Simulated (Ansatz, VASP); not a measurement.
**Two plane-wave programs on Ga**

```
Ga
1.0
     2.69801    0.00000   -0.00464
     0.00000    3.14677    0.00000
    -1.31122    0.00000    3.89978
Ga
2
Cartesian
  2.1941 0.7867 0.7086
  -0.8073 2.3601 3.1865
```

Alike in both runs: task single point; functional PBEsol; k mesh 16 × 12 × 10; occupations gaussian, width 0.1 eV; no spin polarisation.

|  | VASP | Ansatz |
| --- | --- | --- |
| version | VASP 6.6.1 | Ansatz 0.2.0 |
| potentials or method | VASP PAW PBE potentials, release 64 (Ga_d) | scalar-relativistic, plane waves, PAW |
| plane-wave cutoff (eV) | 520 | 420 |
| valence electrons in the cell | 26 | 26 |

```csv
,VASP,Ansatz,Ansatz less VASP
gap on the k mesh at the Fermi level (eV),none,none,-
pressure (GPa),15.0,14.9,-0.13
largest component of the traceless stress (GPa),5.36,5.33,-0.030
rms of the force components (eV/Å),1.697,1.690,-0.0063
```

Atom by atom the forces differ by 0.006 eV/Å (rms over components). A gap of «none» marks a metal or a gap that the smearing closes. The functional is the same, so the differences come from potentials, cutoffs and numerics.

Caveats: so large a pressure means that the cell lies far from this level's equilibrium, or that cutoff or potentials fall short (VASP); the potentials were made for another functional, which shifts forces and pressure (VASP).
